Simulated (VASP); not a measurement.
A run of VASP 6.6.1:

File INCAR:

```
SYSTEM = SiC214
PREC     = Accurate       ! precision mode
ENCUT    = 420            ! plane-wave cutoff, eV
EDIFF    = 1E-7           ! SCF threshold, eV
ISMEAR   = 0              ! smearing method
SIGMA    = 0.01           ! smearing width, eV
LREAL    = .FALSE.        ! projectors in reciprocal space
LASPH    = .TRUE.         ! aspherical terms in the spheres
NELM     = 100            ! most SCF steps
ALGO     = Fast           ! electronic algorithm
ISIF     = 2              ! what is computed and relaxed
LWAVE    = .FALSE.        ! write WAVECAR
LCHARG   = .FALSE.        ! write CHGCAR
ISPIN    = 2              ! spin polarisation
MAGMOM   = 0.32 0 0.32 0 0.32 0 0 0 0 0 0 0 0 0 0 0 0 0 0 0 0 0 0 0 0 0 0 0 0 0 0 0 0 0 0 0 0 0 0 0 0 0 0 0 0 0 0 0 0 0 0 0 0 0 0 0 0 0 0 0 0 0 0 0 0 0.32 0 0 0 0 0 0 0 0 0 0 0 0 0 0 0 0 0 0 0 0 0 0 0 0 0 0 0 0 0 0 0 0 0 0 0 0 0 0 0 0 0 0 0 0 0 0 0 0 0 0 0 0 0 0 0 0 0 0 0 0 0 0 0 0 0 0 0 0 0 0 0 0 0 0 0 0 0 0 0 0 0 0 0 0 0 0 0 0 0 0 0 0 0 0 0 0 0 0.32 0 0 0 0 0 0 0 0 0 0 0 0 0 0 0 0 0 0 0 0 0 0 0 0 0 0 0 0 0 0 0 0 0 0.32 0 0 0 0 0 0 0 0 0 0 0 0 0 0 0 0 0 ! initial moments
LORBIT   = 11             ! projections on sites
NUPDOWN  = 2              ! fixed moment
GGA      = PE             ! functional
LHYPERFINE= .TRUE.       
ISYM     = 0            
NCORE    = 4            
LDMATRIX = .TRUE.       
NGYROMAG = 10.7084 -8.4655
LEFG     = .TRUE.
```

File KPOINTS:

```
regular mesh
0
G
  1 1 1
  0 0 0
```

POSCAR

```
SiC214                                  
1.0
   10.7160000000      0.0000000000      0.0000000000
    0.0000000000     10.7160000000      0.0000000000
    0.0000000000      0.0000000000     10.7160000000
  C               Si            
   214     1
Direct
     0.9898748768214984    0.1677009808753570    0.1677009682834242
     0.0808486769586681    0.2469185680177349    0.2469185486252974
     0.1677009887193720    0.9898748637099912    0.1677009766394879
     0.2469185653104556    0.0808486663391173    0.2469185593420797
     0.1677009908775847    0.1677009798834054    0.9898748798560569
     0.2469185582242487    0.2469185626213050    0.0808486797465569
[... 207 lines left out ...]
     0.9184710935975654    0.9184710886406594    0.7521943012695771
     0.0416666701863680    0.0416666626653609    0.0416666632696345
```

Potentials or basis: VASP PAW PBE potentials, release 64 (C, Si).

The run is started by

```console
$ cat potpaw_PBE.64/C/POTCAR potpaw_PBE.64/Si/POTCAR > POTCAR
$ mpirun -np 8 vasp_std > vasp.out
```

Hardware: 8 MPI ranks on AMD EPYC 9R45 (Zen 5), with other jobs on the host.

How long does it take, and how much memory?

It took 18 min on 8 MPI ranks on AMD EPYC 9R45 (Zen 5), on a shared host, peak memory 0.38 GiB a rank. Counts: scf iterations 20, k points 1.
